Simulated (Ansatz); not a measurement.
SnO₂: ¹¹⁹Sn Mössbauer parameters

Cell: a Materials Project structure (computed, not necessarily an observed phase), its atoms then relaxed with r2SCAN in this cell.

```cif
data_SnO2
_symmetry_space_group_name_H-M 'Pnnm'
_symmetry_Int_Tables_number 58
_cell_length_a 4.7880
_cell_length_b 4.8666
_cell_length_c 3.2409
_cell_angle_alpha 90.000
_cell_angle_beta 90.000
_cell_angle_gamma 90.000
loop_
_atom_site_label
_atom_site_type_symbol
_atom_site_symmetry_multiplicity
_atom_site_Wyckoff_symbol
_atom_site_fract_x
_atom_site_fract_y
_atom_site_fract_z
Sn Sn 2 a 0.5000 0.5000 0.5000
O O 4 g 0.3050 0.3087 0.0000
```

One atom of each set is listed.

Method: Kohn–Sham DFT in Ansatz, r2SCAN, plane waves and PAW, scalar-relativistic, 500 eV cutoff, Γ-centred 7×7×10 k-points, Fermi–Dirac smearing 0.01 eV.

Isomer shifts (against SnO₂) follow from the electron density at the nucleus, δ = α(ρ − ρ₀), with α = 0.093 mm s⁻¹ a₀³ and ρ₀ = 183072.84 a₀⁻³ from a line fitted to 8 measured compounds at this level of theory (rms miss 0.14 mm/s). ΔE_Q = ½eQV_zz(1 + η²/3)^½ with Q = -0.132 b for the 23.9 keV state.

Question: Where do the absorption lines lie?

Answer: Sn (2 atoms a cell): δ = 0.06, |ΔE_Q| = 0.48 mm/s, a doublet at -0.18 and 0.30 mm/s.

At this cell the r2SCAN pressure is -8 GPa, so with r2SCAN the cell would shrink if it were relaxed. The entry's cell may itself be off. Without spin–orbit coupling (the program notes it for Sn) the gradients are little affected as a rule: paired runs on crystals with a gap mostly move them by under 2 % at such atoms. With these PAW files V_zz is typically within 2 to 3 % of all-electron values, but misses above 10 % occur on Sn.
